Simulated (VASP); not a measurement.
Crystal: Sb.

```
Sb
1.0
     0.00000    2.30500    2.30500
     2.30500    0.00000    2.30500
     2.30500    2.30500    0.00000
Sb
1
Direct
  0.00000 0.00000 0.00000
```

This isn't the form of Sb at room conditions, which is rhombohedral.

* Program: VASP 6.6.1
* Task: relaxation of cell and atoms
* Functional: PBE
* Potentials or basis: VASP PAW PBE potentials, release 64 (Sb)
* Cutoff: 520 eV
* k mesh: 16 × 16 × 16
* Occupations: gaussian, width 0.1 eV
* Spin: no spin polarisation

At the start: pressure 8.6 GPa; volume 24.49 Å³/atom.

How do energy, volume and symmetry change on relaxing?

Over 3 steps the energy falls by 70.5 meV/atom and the volume is 27.43 Å³/atom (+12.0 %); space group Fm-3m (No. 225, to 0.05 Å).

Step by step:
```
step  energy change (eV)  largest force (eV/Å)  pressure (GPa)  volume (Å³)
   1              0.0000                0.0000            8.55        24.49
   2             -0.0472                0.0000           -3.48        29.43
   3             -0.0705                0.0000            0.00        27.43
```

Final structure:
```yaml
crystal:
  lattice:
    - [0.00000, 2.39361, 2.39361]
    - [2.39361, 0.00000, 2.39361]
    - [2.39361, 2.39361, 0.00000]
  atoms:
    - { symbol: Sb, position: [0.00000, 0.00000, 0.00000] }
```

Caveat: the volume moved by +12 % from the deposited cell, more than functionals usually miss.
